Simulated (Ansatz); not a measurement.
Input:

```
CELL_PARAMETERS angstrom
      4.45274    -0.04243     0.05672
     -0.04243     4.47775    -0.04555
      0.03927    -0.03154     3.14443
ATOMIC_POSITIONS crystal
  Ru 0.00000 0.00000 0.00000
  Ru 0.50000 0.50000 0.50000
  O  0.30695 0.30852 0.00091
  O  0.80613 0.19229 0.50694
  O  0.19387 0.80771 0.49306
  O  0.69305 0.69148 0.99909
```

No spin polarisation.

Calculations: PBEsol/PAW in Ansatz (a program for electronic structure), without spin-orbit coupling. Γ-centred 11×11×15 mesh, Fermi–Dirac width 0.05 eV.

Question: What is the computed band gap?

Answer: Zero.

Question: Predict the pressure (mean of the normal stresses, compression positive).

Answer: -5.2 GPa.

The cells carry an imposed strain or load. Stability against distortions was not tested. No Hubbard U is applied, and correlation can decide whether such a compound is a metal. The final runs are not spin-polarised. The cell was made from RuO₂ in the rutile structure (space group P4_2/mnm, No. 136) by this change: strain tensor (xx, yy, zz, yz, xz, xy) = (−0.30, +0.26, +1.70, −1.02, +1.27, −0.95) %.
